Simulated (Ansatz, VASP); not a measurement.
Zn: VASP beside Ansatz

```xyz
2
Lattice="2.6138 0.0000 0.0000 -1.3069 2.2637 0.0000 0.0000 0.0000 5.1051" Properties=species:S:1:pos:R:3 pbc="T T T"
Zn    0.0000    1.5091    1.2763
Zn    1.3069    0.7546    3.8288
```

Alike in both runs: functional PBEsol; k mesh 18 × 18 × 8; occupations gaussian, width 0.1 eV; no spin polarisation.

Ansatz relaxed the structure, and its values are those at the end. VASP's run is a single point on that final structure, the one shown.

|  | VASP | Ansatz |
| --- | --- | --- |
| version | VASP 6.6.1 | Ansatz 0.2.0 |
| potentials or method | VASP PAW PBE potentials, release 64 (Zn) | scalar-relativistic, plane waves, PAW |
| plane-wave cutoff (eV) | 520 | 420 |
| valence electrons in the cell | 24 | 24 |

```tsv
	VASP	Ansatz	Ansatz less VASP
gap on the k mesh at the Fermi level (eV)	none	none	-
pressure (GPa)	-3.4	-3.7	-0.38
```

A gap of «none» marks a metal or a gap that the smearing closes.

Caveats: the PAW data sets were made with another functional, which shifts forces and pressure a little (VASP).
